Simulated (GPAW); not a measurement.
# Hf2N (P4_2/mnm) in GPAW: further runs

The runs below take Hf2N through band structure, equation of state, with PBEsol, LDA.

Everything below comes from runs of GPAW 26.7.0. Logs are shortened: lines on timing, memory, paths and dates and some standing lists are left out, and cuts for length are marked. The log counts tension as positive stress, the text compression.

### Step 1. Starting point

It takes space group P4_2/mnm (No. 136, tetragonal). Conventional cell: a = 5.313 Å, b = 5.313 Å, c = 3.242 Å, α = 90.00°, β = 90.00°, γ = 90.00°. Hf (site symmetry m2m) is surrounded by 3 N at 2.22 to 2.23 Å. N (site symmetry mmm) has 6 Hf at 2.22 to 2.23 Å as nearest neighbours.

The cell comes from a database or a generator and needn't be the stable form of this composition.

### Step 2. Band structure, PBEsol

The input, run.py:

```python
from ase import Atoms
from ase.dft.bandgap import bandgap
from ase.io import write
from ase.units import GPa
from ase.parallel import parprint
from gpaw import GPAW, PW, setup_paths

setup_paths.insert(0, '.')

atoms = Atoms(['Hf', 'Hf', 'Hf', 'Hf', 'N', 'N'],
              cell=[[5.31312402, 0.0, 0.0],
                    [0.0, 5.31312402, 0.0],
                    [0.0, 0.0, 3.24209839]],
              scaled_positions=[[0.20446363, 0.79553637, 0.5],
                                [0.79553637, 0.20446363, 0.5],
                                [0.70446363, 0.70446363, 0.0],
                                [0.29553637, 0.29553637, 0.0],
                                [0.5, 0.5, 0.5],
                                [0.0, 0.0, 0.0]],
              pbc=True)

calc = GPAW(mode=PW(800),
            xc='PBEsol',
            kpts={'size': (4, 4, 6), 'gamma': True},
            occupations={'name': 'fermi-dirac', 'width': 0.05},
            nbands=53,
            convergence={'density': 1e-05, 'energy': 1e-05},
            maxiter=150,
            txt='gpaw.txt')
atoms.calc = calc
energy = atoms.get_potential_energy()
forces = atoms.get_forces()
stress = atoms.get_stress()
calc.write('gs.gpw')
write('result.traj', atoms)
parprint(f'Energy: {energy:.6f} eV')
parprint('Forces (eV/A):')
parprint(forces.round(4))
parprint('Stress (GPa):', (stress / GPa).round(3))
parprint('Fermi level:', round(calc.get_fermi_level(), 4), 'eV')
parprint(f'Gap: {bandgap(calc)[0]:.4f} eV, direct: {bandgap(calc, direct=True)[0]:.4f} eV')

path = atoms.cell.bandpath('GXMGZRAZ,XR,MA', npoints=80, eps=1e-4)
bs_calc = calc.fixed_density(kpts=path, symmetry='off', nbands=76,
                             convergence={'bands': 'CBM+6.0', 'eigenstates': 1e-6}, txt='bands.txt')
bs = bs_calc.band_structure()
bs.write('bs.json')
parprint(f'Gap on the path: {bandgap(bs_calc)[0]:.4f} eV')
```

Potentials or basis: PAW data sets generated in the run's folder for this functional, pw.

Launch:

```
gpaw-setup -f PBEsol Hf N
OMP_NUM_THREADS=1 mpirun -n 4 gpaw python run.py
```

gpaw.txt:

```text
__  _  _
 | _ |_)|_||  |
 |__||  | ||/\| - 26.7.0

Input parameters:
  mode=PW(ecut=800.0),
  convergence={'density': 1e-05, 'energy': 1e-05},
  kpts=MonkhorstPack(size=(4, 4, 6), gamma=True),
  maxiter=150,
  nbands=53,
  occupations=Occupations(name='fermi-dirac', width=0.05),
  xc=XC(name='PBEsol')

Diagonalizing LCAO Hamiltonian
Converting LCAO to pw mode
    .------------.
   /|            |
  / |            |
 *  | Hf N       |
 |  .-------Hf---.
 | /        Hf  /
 |/   Hf       /
 N------------*

Atoms  # Å, Bohr magnetons
|   | symbol |        x |        y |        z |    initial magnetic moments |
|---|--------|----------|----------|----------|-----------------------------|
| 0 |     Hf | 1.086341 | 4.226783 | 1.621049 | ( 0.0000,  0.0000,  0.0000) |
| 1 |     Hf | 4.226783 | 1.086341 | 1.621049 | ( 0.0000,  0.0000,  0.0000) |
| 2 |     Hf | 3.742903 | 3.742903 | 0.000000 | ( 0.0000,  0.0000,  0.0000) |
| 3 |     Hf | 1.570221 | 1.570221 | 0.000000 | ( 0.0000,  0.0000,  0.0000) |
| 4 |      N | 2.656562 | 2.656562 | 1.621049 | ( 0.0000,  0.0000,  0.0000) |
| 5 |      N | 0.000000 | 0.000000 | 0.000000 | ( 0.0000,  0.0000,  0.0000) |

Unit cell  # Å
| periodic |        x |        y |        z |  lengths |    angles |
|----------|----------|----------|----------|----------|-----------|
|      yes | 5.313124 | 0.000000 | 0.000000 | 5.313124 | 90.000000 |
|      yes | 0.000000 | 5.313124 | 0.000000 | 5.313124 | 90.000000 |
|      yes | 0.000000 | 0.000000 | 3.242098 | 3.242098 | 90.000000 |

Number of symmetries: 8
Symmetry operations  # r_c * U_cc + t_c -> r_c
|   | kind |            matrix            |
|---|------|------------------------------|
| 0 |  E   |  1, 0, 0,  0, 1, 0,  0, 0, 1 |
| 1 |  σ   |  1, 0, 0,  0, 1, 0,  0, 0,-1 |
| 2 |  σ   |  0, 1, 0,  1, 0, 0,  0, 0, 1 |
| 3 |  C2  |  0, 1, 0,  1, 0, 0,  0, 0,-1 |
| 4 |  σ   |  0,-1, 0, -1, 0, 0,  0, 0, 1 |
| 5 |  C2  |  0,-1, 0, -1, 0, 0,  0, 0,-1 |
| 6 |  C2  | -1, 0, 0,  0,-1, 0,  0, 0, 1 |
| 7 |  i   | -1, 0, 0,  0,-1, 0,  0, 0,-1 |

BZ-sampling:
  Number of BZ points: 96
  Number of IBZ points: 28

  Monkhorst-Pack size: [4, 4, 6]
  Monkhorst-Pack shift: [0.125, 0.125, 0.08333333333333333]

K-points  # in reciprocal-cell coordinates
|     |                                coordinates |     weight |
|-----|--------------------------------------------|------------|
|   0 | (  0.00000000,   0.00000000,   0.00000000) | 0.01041667 |
|   1 | (  0.00000000,   0.00000000,   0.16666667) | 0.02083333 |
|   2 | (  0.00000000,   0.00000000,   0.33333333) | 0.02083333 |
|   3 | (  0.00000000,   0.00000000,   0.50000000) | 0.01041667 |
|   4 | (  0.25000000,  -0.25000000,   0.00000000) | 0.02083333 |
|   5 | (  0.25000000,  -0.25000000,   0.16666667) | 0.04166667 |
|   6 | (  0.25000000,  -0.25000000,   0.33333333) | 0.04166667 |
|   7 | (  0.25000000,  -0.25000000,   0.50000000) | 0.02083333 |
|   8 | (  0.25000000,   0.00000000,   0.00000000) | 0.04166667 |
|   9 | (  0.25000000,   0.00000000,   0.16666667) | 0.08333333 |
| ... |                                            |            |
|  27 | (  0.50000000,   0.50000000,   0.50000000) | 0.01041667 |

Plane wave coefficients: 4767
Cutoff: 800.0 eV

Spin-components: 1 (collinear spins)
Bands:           53
Projectors:      34
Spin-degeneracy: 2
Datatype:        complex128

Parallelization:
  kpt:    4
  domain: 1
  band:   1

Density:
  Valence electrons: 58.0
  Components: 1
  Grid points: [35 35 24]
  Charge: 0.0  # |e|

Potential:
  Grid points: [35 35 24]

species:
  Hf:
    name:    Hafnium
    Z:       72.0
    valence: 12
    core:    60
    charge:  0.0  # [|e|]
    compensation charges:
      type: gauss
      rc: 0.41  # [Å]
      lmax: 2
    cutoffs:
      filter: 2.36  # [Å]
      core: 4.02  # [Å]
    projectors
    | kind |    occ | energy [eV] | rcut [Å] |
    |------|--------|-------------|----------|
    |   5s |  2.000 |     -66.855 |    1.397 |
    |   6s |  2.000 |      -5.120 |    1.397 |
    |   5p |  6.000 |     -35.615 |    1.307 |
    |   6p |  0.000 |      -1.375 |    1.307 |
    |   5d |  2.000 |      -2.724 |    1.334 |
    |    d |        |      24.487 |    1.334 |

    Using partial waves for Hf as LCAO basis

  N:
    name:    Nitrogen
    Z:       7.0
    valence: 5
    core:    2
    charge:  0.0  # [|e|]
    compensation charges:
      type: gauss
      rc: 0.18  # [Å]
      lmax: 2
    cutoffs:
      filter: 1.11  # [Å]
      core: 0.96  # [Å]
    projectors
    | kind |    occ | energy [eV] | rcut [Å] |
    |------|--------|-------------|----------|
    |   2s |  2.000 |     -18.455 |    0.603 |
    |   2p |  3.000 |      -7.035 |    0.529 |
    |    s |        |       8.756 |    0.603 |
    |    p |        |      20.177 |    0.529 |
    |    d |        |       0.000 |    0.577 |

    Using partial waves for N as LCAO basis

Reference energy: -1642001.441449  # eV

eigensolver:
  PPCG
  Converge bands: occupied
  niter=2

density mixing:
  MSR1-Mixer
  Pratt-step length: 0.05
  Maximum mixing coefficient: 0.75
  Old densities: 10
  SVD Regularization: 0.005
  Good broyden scale: 1.0
  Trust region scale: 1.0
  Backstep threshold: 4.0
  History deletion threshold: 6.0
  Fourier metric: weight=20.0, sigma=0.015

occupation numbers:
  Fermi-Dirac:
    width: 0.0500  # eV

poisson solver:
  ecut: 6400.0  # eV

xc functional:
  name: PBEsol with 2 nearest neighbor stencil

convergence criteria:
- Maximum integral of absolute [dens]ity change: 1e-05 electrons / valence electron
- Maximum [total energy] change in last 3 cyles: 1e-05 eV / valence electron
- Maximum integral of absolute [eigenst]ate change: 4e-08 eV^2 / valence electron
maximum number of iterations: 150

SCF iterations
|iter     | |      energy | eigst |  dens |
|---------|-|-------------|-------|-------|
|iter:   1| |  -61.392967 | +0.15 |       |
|iter:   2| |  -60.239246 | -1.80 | -1.07 |
|iter:   3| |  -57.757600 | -0.97 | -1.12 |
|iter:   4| |  -57.712829 | -2.14 | -1.64 |
|iter:   5| |  -57.733698 | -2.60 | -1.86 |
|iter:   6| |  -57.733970 | -3.76 | -2.55 |
|iter:   7| |  -57.734020c| -4.59 | -3.03 |
|iter:   8| |  -57.733894c| -5.32 | -3.42 |
|iter:   9| |  -57.733892c| -7.07 | -4.09 |
|iter:  10| |  -57.733892c| -7.93c| -4.45 |
|iter:  11| |  -57.733892c| -8.35c| -5.13c|

Converged in 11 steps
Energy contributions relative to reference atoms: (reference = -1642001.441449)

Energy contributions:
  Kinetic:          56.100146
  Coulomb:         -56.514227
  Zero:             -1.601452
  External:          0.000000
  Xc:              -55.709498
  Entropy:          -0.017722
  Spinorbit:         0.000000
  ----------------------------
  Free energy:     -57.742753
  Extrapolated:    -57.733892

dipole moment: (-13.191466, -13.191466, -31.556571)  # |e|*Ang

Fermi level: 10.984
Eigenvalues  # (at kpt = [0.000, 0.000, 0.000])
| band index |      eig [eV] | occ [0-2] |
|------------|---------------|-----------|
|          0 |       -50.456 |     2.000 |
|        ... |               |           |
|         19 |         4.278 |     2.000 |
|         20 |         5.536 |     2.000 |
|         21 |         6.288 |     2.000 |
|         22 |         6.539 |     2.000 |
|         23 |         6.539 |     2.000 |
|         24 |         7.525 |     2.000 |
[... 8 lines left out ...]
|         33 |        12.807 |     0.000 |
|         34 |        13.785 |     0.000 |
|        ... |               |           |
|         52 |        23.744 |     0.000 |

No gap
No difference between direct/indirect transitions

Forces  # eV/Ang
|        x |        y |       z |
|----------|----------|---------|
|  0.06127 | -0.06127 | 0.00000 |  # Hf   0
| -0.06127 |  0.06127 | 0.00000 |  # Hf   1
|  0.06127 |  0.06127 | 0.00000 |  # Hf   2
| -0.06127 | -0.06127 | 0.00000 |  # Hf   3
| -0.00000 | -0.00000 | 0.00000 |  # N    4
| -0.00000 | -0.00000 | 0.00000 |  # N    5

Stress tensor  # eV/Ang^3
|        x |        y |        z |
|----------|----------|----------|
| 0.008756 | 0.000001 | 0.000000 |
| 0.000001 | 0.008756 | 0.000000 |
| 0.000000 | 0.000000 | 0.014415 |

# Writing to gs.gpw (mode='')
```

Wall time 3.9 min (4 MPI ranks of Intel Xeon at 2.50GHz (Skylake/Cascade Lake), shared host); peak memory 0.48 GiB.

Results:

```yaml
Free_energy: -57.7428 eV
Pressure: -1.7 GPa
Largest_force: 0.087 eV/Å
Band_gap_along_the_path: none (metal or under the smearing width)
```

Forces in eV/Å, atoms in the order of the input:
```
Hf   0.061 -0.061  0.000
Hf  -0.061  0.061  0.000
Hf   0.061  0.061  0.000
Hf  -0.061 -0.061  0.000
N    0.000  0.000  0.000
N    0.000  0.000  0.000
```

Levels at the corners of the path, in eV from the Fermi level:
```csv
point,band 27,band 28,band 29,band 30,band 31,band 32,band 33,band 34
Γ,-0.08,0.86,1.10,1.19,1.19,1.62,1.82,1.82
X,-0.99,-0.99,1.48,1.48,1.91,1.91,2.04,2.04
M,-1.34,-1.34,1.13,1.13,1.57,1.57,1.89,1.89
Γ,-0.08,0.86,1.10,1.19,1.19,1.62,1.82,1.82
Z,-1.20,-1.20,-1.19,-1.19,2.25,2.25,3.76,3.76
R,-1.11,-1.11,-0.88,-0.88,1.84,1.84,3.89,3.89
A,-0.78,-0.78,-0.53,-0.53,1.35,1.35,2.96,2.96
Z,-1.20,-1.20,-1.19,-1.19,2.25,2.25,3.76,3.76
X,-0.99,-0.99,1.48,1.48,1.91,1.91,2.04,2.04
R,-1.11,-1.11,-0.88,-0.88,1.84,1.84,3.89,3.89
M,-1.34,-1.34,1.13,1.13,1.57,1.57,1.89,1.89
A,-0.78,-0.78,-0.53,-0.53,1.35,1.35,2.96,2.96
```

Caveat: spin-orbit coupling is left out, which moves the levels of the heavy elements.

### Step 3. Equation of state, LDA

The input, run.py:

```python
from ase import Atoms
from ase.eos import EquationOfState
from ase.io import Trajectory
from ase.units import GPa
from ase.parallel import parprint
from gpaw import GPAW, PW

atoms = Atoms(['Hf', 'Hf', 'Hf', 'Hf', 'N', 'N'],
              cell=[[5.31312402, 0.0, 0.0],
                    [0.0, 5.31312402, 0.0],
                    [0.0, 0.0, 3.24209839]],
              scaled_positions=[[0.20446363, 0.79553637, 0.5],
                                [0.79553637, 0.20446363, 0.5],
                                [0.70446363, 0.70446363, 0.0],
                                [0.29553637, 0.29553637, 0.0],
                                [0.5, 0.5, 0.5],
                                [0.0, 0.0, 0.0]],
              pbc=True)

traj = Trajectory('eos.traj', 'w')
volumes, energies = [], []
for x in [0.94, 0.96, 0.98, 1.0, 1.02, 1.04, 1.06]:
    a = atoms.copy()
    a.set_cell(atoms.cell * x**(1 / 3), scale_atoms=True)
    calc = GPAW(mode=PW(800),
                xc='LDA',
                kpts={'size': (4, 4, 6), 'gamma': True},
                occupations={'name': 'fermi-dirac', 'width': 0.05},
                nbands=53,
                convergence={'density': 1e-05, 'energy': 1e-05},
                maxiter=150,
                txt=f'eos-{x:.2f}.txt')
    a.calc = calc
    energies.append(a.get_potential_energy(force_consistent=True))
    volumes.append(a.get_volume())
    p = -a.get_stress()[:3].mean() / GPa
    calc.write(f'eos-{x:.2f}.gpw')
    traj.write(a)
    parprint(f'{x:.2f} {volumes[-1]:10.4f} A^3 {energies[-1]:14.6f} eV {p:9.3f} GPa', flush=True)

v0, e0, B = EquationOfState(volumes, energies, eos='birchmurnaghan').fit()
parprint(f'V0 = {v0:.4f} A^3, E0 = {e0:.6f} eV, B0 = {B / GPa:.2f} GPa')
```

Potentials or basis: the program's PAW data sets (release 1.2.1) made for this functional, pw.

Launch:

```
OMP_NUM_THREADS=1 mpirun -n 4 gpaw python run.py
```

Log:

```text
__  _  _
 | _ |_)|_||  |
 |__||  | ||/\| - 26.7.0

Input parameters:
  mode=PW(ecut=800.0),
  convergence={'density': 1e-05, 'energy': 1e-05},
  kpts=MonkhorstPack(size=(4, 4, 6), gamma=True),
  maxiter=150,
  nbands=53,
  occupations=Occupations(name='fermi-dirac', width=0.05),
  xc=XC(name='LDA')

Diagonalizing LCAO Hamiltonian
Converting LCAO to pw mode
    .------------.
   /|            |
  / |            |
 *  | Hf         |
 |  .----N--Hf---.
 | /        Hf  /
 |/   Hf       /
 N------------*

Atoms  # Å, Bohr magnetons
|   | symbol |        x |        y |        z |    initial magnetic moments |
|---|--------|----------|----------|----------|-----------------------------|
| 0 |     Hf | 1.071659 | 4.169658 | 1.599140 | ( 0.0000,  0.0000,  0.0000) |
| 1 |     Hf | 4.169658 | 1.071659 | 1.599140 | ( 0.0000,  0.0000,  0.0000) |
| 2 |     Hf | 3.692317 | 3.692317 | 0.000000 | ( 0.0000,  0.0000,  0.0000) |
| 3 |     Hf | 1.549000 | 1.549000 | 0.000000 | ( 0.0000,  0.0000,  0.0000) |
| 4 |      N | 2.620658 | 2.620658 | 1.599140 | ( 0.0000,  0.0000,  0.0000) |
| 5 |      N | 0.000000 | 0.000000 | 0.000000 | ( 0.0000,  0.0000,  0.0000) |

Unit cell  # Å
| periodic |        x |        y |        z |  lengths |    angles |
|----------|----------|----------|----------|----------|-----------|
|      yes | 5.241316 | 0.000000 | 0.000000 | 5.241316 | 90.000000 |
|      yes | 0.000000 | 5.241316 | 0.000000 | 5.241316 | 90.000000 |
|      yes | 0.000000 | 0.000000 | 3.198281 | 3.198281 | 90.000000 |

Number of symmetries: 8
Symmetry operations  # r_c * U_cc + t_c -> r_c
|   | kind |            matrix            |
[... 133 lines left out ...]
  name: None

convergence criteria:
- Maximum integral of absolute [dens]ity change: 1e-05 electrons / valence electron
- Maximum [total energy] change in last 3 cyles: 1e-05 eV / valence electron
- Maximum integral of absolute [eigenst]ate change: 4e-08 eV^2 / valence electron
maximum number of iterations: 150

SCF iterations
|iter     | |      energy | eigst |  dens |
|---------|-|-------------|-------|-------|
|iter:   1| |  -64.103697 | +0.19 |       |
|iter:   2| |  -62.870887 | -1.78 | -1.07 |
|iter:   3| |  -60.206306 | -0.93 | -1.13 |
|iter:   4| |  -60.147434 | -2.10 | -1.66 |
|iter:   5| |  -60.167531 | -2.67 | -1.88 |
|iter:   6| |  -60.167516 | -3.76 | -2.56 |
|iter:   7| |  -60.167526c| -4.60 | -3.04 |
|iter:   8| |  -60.167376c| -5.26 | -3.38 |
|iter:   9| |  -60.167376c| -7.10 | -4.11 |
|iter:  10| |  -60.167376c| -7.99c| -4.46 |
|iter:  11| |  -60.167376c| -8.62c| -5.27c|

Converged in 11 steps
Energy contributions relative to reference atoms: (reference = -1641507.062840)

Energy contributions:
  Kinetic:          74.526326
  Coulomb:         -71.189212
  Zero:             -1.659973
  External:          0.000000
  Xc:              -61.835774
  Entropy:          -0.017488
  Spinorbit:         0.000000
  ----------------------------
  Free energy:     -60.176120
  Extrapolated:    -60.167376

dipole moment: (-12.992339, -12.992339, -31.145155)  # |e|*Ang

Fermi level: 11.310
Eigenvalues  # (at kpt = [0.000, 0.000, 0.000])
| band index |      eig [eV] | occ [0-2] |
|------------|---------------|-----------|
|          0 |       -49.988 |     2.000 |
|        ... |               |           |
|         18 |         4.438 |     2.000 |
|         19 |         4.438 |     2.000 |
|         20 |         5.670 |     2.000 |
|         21 |         6.566 |     2.000 |
|         22 |         6.789 |     2.000 |
|         23 |         6.789 |     2.000 |
[... 8 lines left out ...]
|         32 |        13.140 |     0.000 |
|         33 |        13.140 |     0.000 |
|        ... |               |           |
|         52 |        27.306 |     0.000 |

No gap
No difference between direct/indirect transitions

Stress tensor  # eV/Ang^3
|         x |         y |         z |
|-----------|-----------|-----------|
| -0.009229 |  0.000001 |  0.000000 |
|  0.000001 | -0.009229 |  0.000000 |
|  0.000000 |  0.000000 | -0.004126 |

# Writing to eos-0.96.gpw (mode='')
```

stdout:

```text
0.94    86.0308 A^3     -60.130177 eV     6.240 GPa
0.96    87.8612 A^3     -60.176120 eV     1.206 GPa
0.98    89.6917 A^3     -60.167133 eV    -3.314 GPa
1.00    91.5221 A^3     -60.109387 eV    -7.367 GPa
1.02    93.3526 A^3     -60.007506 eV   -11.008 GPa
1.04    95.1830 A^3     -59.866001 eV   -14.282 GPa
1.06    97.0135 A^3     -59.689151 eV   -17.223 GPa
V0 = 88.4591 A^3, E0 = -60.178894 eV, B0 = 222.98 GPa
```

eos-0.94.txt:

```text
SCF iterations
|iter     | |      energy | eigst |  dens |
|---------|-|-------------|-------|-------|
|iter:   1| |  -64.088905 | +0.21 |       |
|iter:   2| |  -62.853885 | -1.78 | -1.07 |
|iter:   3| |  -60.162629 | -0.91 | -1.13 |
|iter:   4| |  -60.100146 | -2.09 | -1.66 |
|iter:   5| |  -60.121859 | -2.69 | -1.89 |
[... 44 lines left out ...]
|         32 |        13.441 |     0.000 |
|         33 |        13.441 |     0.000 |
|        ... |               |           |
|         52 |        27.902 |     0.000 |

No gap
No difference between direct/indirect transitions

Stress tensor  # eV/Ang^3
|         x |         y |         z |
|-----------|-----------|-----------|
| -0.040227 | -0.000001 |  0.000000 |
| -0.000001 | -0.040227 |  0.000000 |
|  0.000000 |  0.000000 | -0.036394 |

# Writing to eos-0.94.gpw (mode='')
```

Run time: 9.4 min. Hardware: 4 MPI ranks of Intel Xeon at 2.50GHz (Skylake/Cascade Lake), shared host; peak memory 0.47 GiB.

Results:

* Equilibrium volume: 14.74 Å³/atom
* Bulk modulus at fixed shape and positions: 223 GPa
* Pressure derivative of the bulk modulus: 4.2

Energy against volume, from the lowest point:
```csv
volume (Å³/atom),energy (meV/atom)
14.338,7.66
14.644,0.00
14.949,1.50
15.254,11.12
15.559,28.10
15.864,51.69
16.169,81.16
```

Caveat: the cell was scaled at fixed shape and fractional positions, which overstates the stiffness of a crystal with free parameters, most of all of layers and chains. The run has no spin-orbit coupling, so splittings on Hf are missing.
